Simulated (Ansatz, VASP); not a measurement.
## Gd: VASP beside Ansatz

```
CELL_PARAMETERS angstrom
0.00000 2.65301 2.65301
2.65301 0.00000 2.65301
2.65301 2.65301 0.00000
ATOMIC_POSITIONS crystal
Gd 0.00000 0.00000 0.00000
```

This isn't the form of Gd at room conditions, which is hcp.

Alike in both runs: task single point; functional PBEsol; k mesh 10 × 10 × 10; occupations fermi-dirac, width 0.05 eV; collinear spin.

|  | VASP | Ansatz |
| --- | --- | --- |
| version | VASP 6.6.1 | Ansatz 0.2.0 |
| potentials or method | VASP PAW PBE potentials, release 64 (Gd), cutoff 520 eV | all-electron (LAPW or listed datasets) |

Ansatz gave:

| Item | Value |
| --- | --- |
| net moment per atom (μB) | 7.62 |
| size of the moment on the site where the two differ most (μB) | 7.47 |

**Question.** What did VASP give for the same quantities?

**Answer.** net moment per atom (μB): 7.63; size of the moment on the site where the two differ most (μB): 6.96.

Site moments also hang on the region over which each program counts them. Ansatz ran all-electron here, so the differences hold the error of VASP's frozen core and of both bases. Ansatz warned: «given_moment_on_shells».

 The state reached can hang on the start; a lower one may exist.
